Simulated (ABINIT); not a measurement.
# Ag (P6_3/mmc) in ABINIT: a series of runs

Runs on Ag. Level: PBEsol. Tasks: single point.

All numbers are computed with ABINIT 10.8.3 (patched build); they aren't measurements. Logs are shortened: lines on timing, memory, paths and dates and some standing lists are left out, and cuts for length are marked. The log counts tension as positive stress, the text compression.

### 1 The undisturbed crystal

The structure is hexagonal, space group P6_3/mmc (No. 194). Conventional cell: a = 2.930 Å, b = 2.930 Å, c = 4.790 Å, α = 90.00°, β = 90.00°, γ = 120.00°. Ag (site symmetry -6m2) has 12 Ag at 2.93 Å as nearest neighbours.

This isn't the form of Ag at room conditions, which is fcc.

### 2 Single point, PBEsol, 17.81 Å³/atom (shear strain of 0 %)

run.abi reads:

```
# Pseudopotentials
pp_dirpath "./"
pseudos "Ag.GGA_PBE-JTH.xml"

# Structure
acell 3*1.0 Angstrom
rprim
     2.9300000000     0.0000000000     0.0000000000
    -1.4650000000     2.5374544331     0.0000000000
     0.0000000000     0.0000000000     4.7900000000
ntypat 1
znucl 47
natom 2
typat 1 1
xred
     0.6666666667     0.3333333333     0.7500000000
     0.3333333333     0.6666666667     0.2500000000

# Plane-wave basis
ecut 17.0
pawecutdg 34.0
pawxcdev 0

# k points
kptopt 1
ngkpt 10 10 6
nshiftk 1
shiftk 0.0 0.0 0.0

# Exchange and correlation
ixc -116133

# Bands and occupations
nband 15
occopt 3
tsmear 0.05 eV

# SCF cycle
nstep 100
tolvrs 1.0e-9

# Output
iomode 3
prtwf 0
prtden 0
prteig 0
prtebands 0
enunit 1
```

Potentials or basis: JTH PAW PBE v2.0.

Started as:

```bash
$ abinit run.abi > log 2>&1
```

run.abo:

```text
.Version 10.8.3 of ABINIT
 Symmetries : space group P6_3/m m c (#194); Bravais hP (primitive hexag.)
================================================================================
 Values of the parameters that define the memory need of the present run
     intxc =       0    ionmov =       0      iscf =      17    lmnmax =      18
     lnmax =       6     mgfft =      36  mpssoang =       3    mqgrid =    3001
     natom =       2  nloc_mem =       2    nspden =       1   nspinor =       1
    nsppol =       1      nsym =      24    n1xccc =       1    ntypat =       1
    occopt =       3   xclevel =       2
       mpw =         815          nfft =       20736          nkpt =          56
 PAW method is used; the additional fine FFT grid is defined by:
   mgfftf=        48    nfftf =     43200
================================================================================
================================================================================

--------------------------------------------------------------------------------
------------- Echo of variables that govern the present computation ------------
--------------------------------------------------------------------------------
 -outvars: echo values of preprocessed input variables --------
            acell      1.8897261259E+00  1.8897261259E+00  1.8897261259E+00 Bohr
              amu      1.07868200E+02
             ecut      1.70000000E+01 Hartree
           enunit           1
                       outvar_i_n : Printing only first  50 k-points.
              ixc     -116133
                       outvar_i_n : Printing only first  50 k-points.
         kptrlatt       10    0    0      0   10    0      0    0    6
          kptrlen      5.43107289E+01
            natom           2
            nband          15
            ngfft          24      24      36
          ngfftdg          30      30      48
             nkpt          56
            nstep         100
             nsym          24
           ntypat           1
                       prtocc : prtvol=0, do not print more k-points.
           occopt           3
        pawecutdg      3.40000000E+01 Hartree
         pawxcdev           0
           prtden           0
        prtebands           0
           prteig           0
            prtwf           0
            rprim      2.9300000000E+00  0.0000000000E+00  0.0000000000E+00
                      -1.4650000000E+00  2.5374544331E+00  0.0000000000E+00
                       0.0000000000E+00  0.0000000000E+00  4.7900000000E+00
          spgroup         194
           tolvrs      1.00000000E-09
           tsmear      1.83746611E-03 Hartree
            typat      1  1
           useylm           1
                       outvars : Printing only first  50 k-points.
           xangst      1.4650000000E+00  8.4581814437E-01  3.5925000000E+00
                       1.2158578251E-17  1.6916362887E+00  1.1975000000E+00
            xcart      2.7684487745E+00  1.5983646452E+00  6.7888411073E+00
                       2.2976382975E-17  3.1967292904E+00  2.2629470358E+00
             xred      6.6666666667E-01  3.3333333333E-01  7.5000000000E-01
                       3.3333333333E-01  6.6666666667E-01  2.5000000000E-01
            znucl       47.00000

================================================================================

 chkinp: Checking input parameters for consistency.

================================================================================
== DATASET  1 ==================================================================

--- !DatasetInfo
iteration_state: {dtset: 1, }
dimensions: {natom: 2, nkpt: 56, mband: 15, nsppol: 1, nspinor: 1, nspden: 1, mpw: 815, }
cutoff_energies: {ecut:  17.0, pawecutdg:  34.0, }
electrons: {nelect:   2.20000000E+01, charge:   0.00000000E+00, occopt:   3.00000000E+00, tsmear:   1.83746611E-03, }
meta: {optdriver: 0, ionmov: 0, optcell: 0, iscf: 17, paral_kgb: 0, }
...

 Real(R)+Recip(G) space primitive vectors, cartesian coordinates (Bohr,Bohr^-1):
 R(1)=  5.5368975  0.0000000  0.0000000  G(1)=  0.1806066  0.1042732  0.0000000
 R(2)= -2.7684488  4.7950939  0.0000000  G(2)=  0.0000000  0.2085465  0.0000000
 R(3)=  0.0000000  0.0000000  9.0517881  G(3)=  0.0000000  0.0000000  0.1104754
 Unit cell volume ucvol=  2.4032447E+02 bohr^3
 Angles (23,13,12)=  9.00000000E+01  9.00000000E+01  1.20000000E+02 degrees

 Coarse grid specifications (used for wave-functions):

 getcut: wavevector=  0.0000  0.0000  0.0000  ngfft=  24  24  36
         ecut(hartree)=     17.000   => boxcut(ratio)=   2.14278

 Fine grid specifications (used for densities):

 getcut: wavevector=  0.0000  0.0000  0.0000  ngfft=  30  30  48
         ecut(hartree)=     34.000   => boxcut(ratio)=   2.02024

--- Pseudopotential description ------------------------------------------------
- pspini: atom type   1  psp file is ./Ag.GGA_PBE-JTH.xml
 Pseudopotential format is: paw10
 basis_size (lnmax)=  6 (lmn_size= 18), orbitals=   0   0   1   1   2   2
 Spheres core radius: rc_sph= 2.51516130
 Shapefunction is BESSEL type: shapef(r,l)=aa(1,l)*jl(q(1,l)*r)+aa(2,l)*jl(q(2,l)*r)
 Radius for shape functions =  2.20290272
 Compensation charge density is not taken into account in XC energy/potential

   1.77930984E+03                                ecore*ucvol(ha*bohr**3)
--------------------------------------------------------------------------------

================================================================================

--- !BeginCycle
iteration_state: {dtset: 1, }
solver: {iscf: 17, nstep: 100, nline: 4, wfoptalg: 10, }
tolerances: {tolvrs: 1.00E-09, }
...

     iter   Etot(hartree)      deltaE(h)  residm     nres2
 ETOT  1  -76.443634555401    -7.644E+01 2.635E-01 6.374E+00
 ETOT  2  -76.469444281439    -2.581E-02 4.271E-03 1.149E+00
 ETOT  3  -76.462990825568     6.453E-03 5.083E-04 1.454E-02
 ETOT  4  -76.462913826243     7.700E-05 1.313E-04 1.450E-03
 ETOT  5  -76.462906190642     7.636E-06 3.167E-05 1.988E-04
 ETOT  6  -76.462905336289     8.544E-07 3.814E-05 6.302E-08
 ETOT  7  -76.462905339236    -2.947E-09 1.739E-05 3.885E-08
 ETOT  8  -76.462905339070     1.663E-10 1.269E-05 3.584E-09
 ETOT  9  -76.462905339056     1.377E-11 1.010E-05 1.974E-11

 At SCF step    9       nres2   =  1.97E-11 < tolvrs=  1.00E-09 =>converged.

 Cartesian components of stress tensor (hartree/bohr^3)
  sigma(1 1)=  1.99130982E-04  sigma(3 2)=  0.00000000E+00
  sigma(2 2)=  1.99130981E-04  sigma(3 1)=  0.00000000E+00
  sigma(3 3)=  2.20192434E-04  sigma(2 1)=  0.00000000E+00

--- !ResultsGS
iteration_state: {dtset: 1, }
comment   : Summary of ground state results
lattice_vectors:
- [  5.5368975,   0.0000000,   0.0000000, ]
- [ -2.7684488,   4.7950939,   0.0000000, ]
- [  0.0000000,   0.0000000,   9.0517881, ]
lattice_lengths: [   5.53690,    5.53690,    9.05179, ]
lattice_angles: [ 90.000,  90.000, 120.000, ] # degrees, (23, 13, 12)
lattice_volume:   2.4032447E+02
convergence: {deltae:  1.377E-11, res2:  1.974E-11, residm:  1.010E-05, diffor: null, }
etotal    :  -7.64629053E+01
entropy   :   0.00000000E+00
fermie    :   1.18745696E-01
cartesian_stress_tensor: # hartree/bohr^3
- [  1.99130982E-04,   0.00000000E+00,   0.00000000E+00, ]
- [  0.00000000E+00,   1.99130981E-04,   0.00000000E+00, ]
- [  0.00000000E+00,   0.00000000E+00,   2.20192434E-04, ]
pressure_GPa:  -6.0652E+00
xred      :
- [  6.6667E-01,   3.3333E-01,   7.5000E-01, Ag]
- [  3.3333E-01,   6.6667E-01,   2.5000E-01, Ag]
cartesian_forces: # hartree/bohr
- [  3.03943364E-30,  -5.26445348E-30,  -0.00000000E+00, ]
- [ -3.03943364E-30,   5.26445348E-30,  -0.00000000E+00, ]
force_length_stats: {min:   6.07886727E-30, max:   6.07886727E-30, mean:   6.07886727E-30, }
...

 Integrated electronic density in atomic spheres:
 ------------------------------------------------
 Atom  Sphere_radius  Integrated_density
    1        2.51516          9.77879802
    2        2.51516          9.77879802

================================================================================

 ----iterations are completed or convergence reached----

 Mean square residual over all n,k,spin=   28.588E-09; max=  10.100E-06
 reduced coordinates (array xred) for    2 atoms
       0.666666666667      0.333333333333      0.750000000000
       0.333333333333      0.666666666667      0.250000000000
 rms dE/dt=  2.1862E-29; max dE/dt=  3.3658E-29; dE/dt below (all hartree)
    1      -0.000000000000      0.000000000000      0.000000000000
    2       0.000000000000     -0.000000000000      0.000000000000

 cartesian coordinates (angstrom) at end:
    1      1.46500000000000     0.84581814436667     3.59250000000000
    2      0.00000000000000     1.69163628873333     1.19750000000000

 cartesian forces (hartree/bohr) at end:
    1      0.00000000000000    -0.00000000000000    -0.00000000000000
    2     -0.00000000000000     0.00000000000000    -0.00000000000000
 frms,max,avg= 3.5096357E-30 5.2644535E-30   0.000E+00  0.000E+00  0.000E+00 h/b

 cartesian forces (eV/Angstrom) at end:
    1      0.00000000000000    -0.00000000000000    -0.00000000000000
    2     -0.00000000000000     0.00000000000000    -0.00000000000000
 frms,max,avg= 1.8047272E-28 2.7070908E-28   0.000E+00  0.000E+00  0.000E+00 e/A
 length scales=  1.889726125908  1.889726125908  1.889726125908 bohr
              =  1.000000000000  1.000000000000  1.000000000000 angstroms
 Fermi (or HOMO) energy (eV) =   3.23123   Average Vxc (eV)= -12.26826
 Eigenvalues (   eV  ) for nkpt=  56  k points:
 kpt#   1, nband= 15, wtk=  0.00167, kpt=  0.0000  0.0000  0.0000 (reduced coord)
  -4.25949   -2.85969   -1.35732   -1.26073   -1.26073   -1.03929   -1.03929   -0.70925
  -0.70925    0.23595    0.23595    2.91685    6.58685   19.22283   21.16181
 prteigrs : prtvol=0 or 1, do not print more k-points.

--- !EnergyTerms
iteration_state     : {dtset: 1, }
comment             : Components of total free energy in Hartree
kinetic             :  2.01574632132401E+01
hartree             :  1.25345122073602E+01
xc                  : -2.42949581434383E+01
Ewald energy        : -7.08193476581685E+01
psp_core            :  7.40378146716370E+00
local_psp           : -3.20460224555896E+01
PAW spherical_terms :  1.06018716455419E+01
internal            : -7.64626997238904E+01
'-kT*entropy'       : -2.03457566135014E-04
total_energy        : -7.64629031814566E+01
total_energy_eV     : -2.08066159195966E+03
...

--- !EnergyTermsDC
iteration_state     : {dtset: 1, }
comment             : '"Double-counting" decomposition of free energy'
band_energy         : -7.29648782910011E-01
Ewald energy        : -7.08193476581685E+01
psp_core            :  7.40378146716370E+00
xc_dc               : -2.90352756359916E+01
PAW spherical_terms :  1.67177887284167E+01
internal            : -7.64627018814898E+01
'-kT*entropy'       : -2.03457566135014E-04
total_energy_dc     : -7.64629053390559E+01
total_energy_dc_eV  : -2.08066165067093E+03
...

--- !EnergyTermsWithPAWCore
iteration_state     : {dtset: 1, }
comment             : 'Components of total free energy, including PAW core contributions'
Total energy        : -1.06272612248774E+04
Total energy DC     : -1.06272612270350E+04
Total energy (eV)   : -2.89182509927077E+05
Total energy DC (eV): -2.89182509985788E+05
...

 Cartesian components of stress tensor (hartree/bohr^3)
  sigma(1 1)=  1.99130982E-04  sigma(3 2)=  0.00000000E+00
  sigma(2 2)=  1.99130981E-04  sigma(3 1)=  0.00000000E+00
  sigma(3 3)=  2.20192434E-04  sigma(2 1)=  0.00000000E+00

-Cartesian components of stress tensor (GPa)         [Pressure= -6.0652E+00 GPa]
- sigma(1 1)=  5.85863575E+00  sigma(3 2)=  0.00000000E+00
- sigma(2 2)=  5.85863574E+00  sigma(3 1)=  0.00000000E+00
- sigma(3 3)=  6.47828508E+00  sigma(2 1)=  0.00000000E+00

== END DATASET(S) ==============================================================
================================================================================

 -outvars: echo values of variables after computation  --------
            acell      1.8897261259E+00  1.8897261259E+00  1.8897261259E+00 Bohr
           etotal     -7.6462905339E+01
            fcart      3.0394336352E-30 -5.2644534823E-30 -0.0000000000E+00
                      -3.0394336352E-30  5.2644534823E-30 -0.0000000000E+00
            rprim      2.9300000000E+00  0.0000000000E+00  0.0000000000E+00
                      -1.4650000000E+00  2.5374544331E+00  0.0000000000E+00
                       0.0000000000E+00  0.0000000000E+00  4.7900000000E+00
           strten      1.9913098153E-04  1.9913098125E-04  2.2019243421E-04
                       0.0000000000E+00  0.0000000000E+00  0.0000000000E+00
           xangst      1.4650000000E+00  8.4581814437E-01  3.5925000000E+00
                       1.2158578251E-17  1.6916362887E+00  1.1975000000E+00
             xred      6.6666666667E-01  3.3333333333E-01  7.5000000000E-01
                       3.3333333333E-01  6.6666666667E-01  2.5000000000E-01
 Calculation completed.
```

Run time: 13 s. Hardware: 1 thread of Intel Xeon 6975P-C (Granite Rapids), shared host; peak memory 0.12 GiB.

Results:

* Free energy: -2080.6617 eV
* Pressure: -6.1 GPa
* Band gap on the k mesh: none (metal or under the smearing width)
* Valence electrons inside the program's atomic spheres: Ag 9.78 (radii [1.331] Å)

Caveat: the PAW data sets were made with another functional, which shifts forces and pressure a little.

### 3 Single point, PBEsol, 17.80 Å³/atom (shear strain of -2 %)

Edit run.abi of step 2 so:

```diff
@@ -7,4 +7,4 @@
 rprim
-     2.9300000000     0.0000000000     0.0000000000
-    -1.4650000000     2.5374544331     0.0000000000
+     2.9300000000    -0.0293000000     0.0000000000
+    -1.4903745443     2.5521044331     0.0000000000
      0.0000000000     0.0000000000     4.7900000000
@@ -17,2 +17,5 @@
      0.3333333333     0.6666666667     0.2500000000
+chkprim 0
+chksymtnons 0
+tolsym 1.0e-6
```

Potentials or basis: JTH PAW PBE v2.0.

Started as:

```bash
$ abinit run.abi > log 2>&1
```

It took 37 s on 1 thread of Intel Xeon 6975P-C (Granite Rapids), shared host; peak memory 0.18 GiB.

It converged, with:

* Free energy: -2080.6608 eV
* Pressure: -6.0 GPa
* Largest force: 0.023 eV/Å
* Band gap on the k mesh: none (metal or under the smearing width)
* Valence electrons inside the program's atomic spheres: Ag 9.77 (radii [1.331] Å)

Caveat: the PAW data sets were made with another functional, which shifts forces and pressure a little.
